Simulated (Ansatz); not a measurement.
**CuO (CsCl type): how the settings move a relaxation**

How sensitive is a relaxation of CuO (CsCl type) to its settings? A reference run comes first, then one run with altered input.

Program: Ansatz 0.2.0. Level of theory: reference: DFT, PBE, PAW with Ansatz's default frozen-core files, scalar-relativistic. These are calculated values, not measurements.

### Step 1. The structure to begin with

Symmetry: Pm-3m, No. 221, cubic system. Conventional cell: a = 2.812 Å, b = 2.812 Å, c = 2.812 Å, α = 90.00°, β = 90.00°, γ = 90.00°. Around Cu (site symmetry m-3m) lie 8 O at 2.44 Å. Around O (site symmetry m-3m) lie 8 Cu at 2.44 Å.

Structure file:

```
CELL_PARAMETERS angstrom
2.81250 0.00000 0.00000
0.00000 2.81250 0.00000
0.00000 0.00000 2.81250
ATOMIC_POSITIONS crystal
Cu 0.00000 0.00000 0.00000
O 0.50000 0.50000 0.50000
```

### Step 2. Reference

input.yaml

```yaml
crystal:
  lattice:
    - [2.8125, 0.0, 0.0]
    - [0.0, 2.8125, 0.0]
    - [0.0, 0.0, 2.8125]
  atoms:
    - { symbol: Cu, position: [0.0, 0.0, 0.0] }
    - { symbol: O, position: [0.5, 0.5, 0.5] }
kpoints:
  mp_grid: { grid: [12, 12, 12] }
scf:
  occupations: { method: fermi_dirac, width: 0.08 }
hamiltonian:
  xc: pbe
  pseudopotentials: { kind: paw }
output:
  forces: true
  stress: true
relax:
  f_tol: 0.005
  max_steps: 80
  cell: {}
```

Run with:

```console
> ansatz run input.yaml --threads 1 --pin off --max-ram 2048MiB --backend cpu --events-out ev --progress --plain --runs-dir out
```

### Step 3. Variant: symmetry.detect false, mp_grid.grid [4, 4, 4], hubbard.sites [{species: Cu, l: d, u_eff: 6.0}], hubbard.double_counting fll

input.yaml, as its differences from that of step 2:

```diff
@@ -8,4 +8,5 @@
     - { symbol: O, position: [0.5, 0.5, 0.5] }
+  symmetry: { detect: false }
 kpoints:
-  mp_grid: { grid: [12, 12, 12] }
+  mp_grid: { grid: [4, 4, 4] }
 scf:
@@ -15,2 +16,3 @@
   pseudopotentials: { kind: paw }
+  hubbard: { sites: [{ species: Cu, l: d, u_eff: 6.0 }], double_counting: fll }
 output:
```

What does the calculation give? Wanted: for each run, ending; energy change; pressure; gap; force.

The runs gave:

| run | ending | energy change | pressure (GPa) | gap (eV) | force (eV/Å) | cycles | time |
| --- | --- | --- | --- | --- | --- | --- | --- |
| reference | converged | 0 | 0.0 | 0.00 | 0.00 | 51 | 11 s |
| 1: symmetry.detect false, mp_grid.grid [4, 4, 4], hubbard.sites [{species: Cu, l: d, u_eff: 6.0}], hubbard.double_counting fll | converged | +178.3 meV/atom (U changed: no physical gain or loss) | 0.0 | 0.00 | 0.00 | 511 | 1.8 min |

What this shows: Changing the use of symmetry, k-point mesh and Hubbard U moves the energy by +178.3 meV/atom, and the final volume goes from 18.33 to 21.86 Å³. The U term adds an energy of its own, so the shift says nothing about which run is better. Cost: 511 SCF cycles against 51, 1.8 min against 11 s. A changed U is a change of model: its shifts are not errors of convergence.
